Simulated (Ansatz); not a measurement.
## What a change of settings does to a run on GaAs

The cell is COD entry 9008845, as deposited and not checked against the literature; nothing was relaxed.

First run: DFT, PBE, all-electron PAW with datasets made for the crystal, scalar-relativistic (Ansatz 0.2.0).

Command: `ansatz run input.yaml --threads 1 --pin off --max-ram 2048MiB --backend cpu --events-out ev --progress --plain --runs-dir out` The run took 18 s on 1 thread of Arm Neoverse V1, on a shared host, peak memory 0.5 GiB.

```yaml
crystal:
  lattice:
    - [0.0, 2.82685, 2.82685]
    - [2.82685, 0.0, 2.82685]
    - [2.82685, 2.82685, 0.0]
  atoms:
    - { symbol: Ga, position: [0.0, 0.0, 0.0] }
    - { symbol: As, position: [0.75, 0.75, 0.75] }
kpoints:
  mp_grid: { grid: [11, 11, 11] }
  band_path:
    path:
      - [0.0, 0.0, 0.0]
      - [-0.5, -0.5, 0.0]
      - [-0.375, -0.375, 0.25]
      - [-0.375, 0.0, 0.375]
      - [0.0, 0.0, 0.0]
      - [0.0, 0.0, 0.5]
      - [-0.5, -0.25, 0.25]
      - [-0.5, -0.5, 0.0]
    npoints: 8
scf:
  occupations: { method: fermi_dirac, width: 0.05 }
hamiltonian:
  xc: pbe
  pseudopotentials: { kind: all_electron, datasets: crystal }
output:
  forces: true
  stress: true
  eigenvalues: true
  efg: { contact_densities: true }
```

Result: converged; pressure 3.29 GPa; gap on the k mesh 0.52 eV (the mesh can miss the band edges); 8 SCF iterations.

The input is then changed:

```diff
@@ -8,5 +8,5 @@
     - { symbol: As, position: [0.75, 0.75, 0.75] }
 kpoints:
-  mp_grid: { grid: [11, 11, 11] }
+  mp_grid: { grid: [6, 6, 6] }
   band_path:
     path:
@@ -25,4 +25,5 @@
   xc: pbe
   pseudopotentials: { kind: all_electron, datasets: crystal }
+  dispersion: d3bjatm
 output:
   forces: true
```

(1) What does the second run give?

Answers

(1) It converged; pressure 1.03 GPa; gap on the k mesh 0.52 eV; 8 SCF iterations. Some of these settings are too coarse for converged properties.
